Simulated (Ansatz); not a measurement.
# Na2S: do energies and stresses tell the same story?

Level of theory: DFT PBEsol, scalar-relativistic, plane waves, PAW in Ansatz.

Settings: cutoff 420 eV, Γ-centred mesh 8×8×8 on the computed 3-atom cell, Gaussian smearing of 0.02 eV; no spin polarisation.

Relaxed cell: Fm-3m, a = 6.501 Å, b = 6.501 Å, c = 6.501 Å, α = 90.00°, β = 90.00°, γ = 90.00°, 3 atoms in the primitive cell.

Energies at zero smearing and pressures from the stress tensor, at volumes with shape and atoms relaxed:
```
V (Å³/atom) E − E(first) (meV/atom) P (GPa)
     20.151                     0.00     4.98
     20.838                   -17.91     3.42
     21.525                   -29.65     2.09
     22.211                   -36.15     0.97
     22.898                   -38.19     0.01
     23.585                   -36.42    -0.81
     24.272                   -31.40    -1.51
     25.188                   -20.47    -2.29
```

Problem. Check P = −dE/dV between neighbouring volumes, and get the bulk modulus from the pressures alone.

Solution. With 1 eV/Å³ = 160.2 GPa:
```csv
middle V (Å³/atom),−ΔE/ΔV (GPa),mean P (GPa)
20.494,4.178,4.199
21.181,2.738,2.756
21.868,1.516,1.531
22.555,0.474,0.487
23.242,-0.413,-0.402
23.929,-1.170,-1.161
24.730,-1.912,-1.898
```

The two differ by 0.02 GPa at most. The mean of two end pressures misses the average over a step by about ΔV² P″/12, up to 0.02 GPa here; with that taken off 0.00 GPa remains. Around V = 22.898 Å³/atom, the two neighbours give B = −V ΔP/ΔV = 22.898 × 1.78 / 1.374 = 29.6 GPa, against B0 = 29.5 GPa from the Birch–Murnaghan fit of the energies.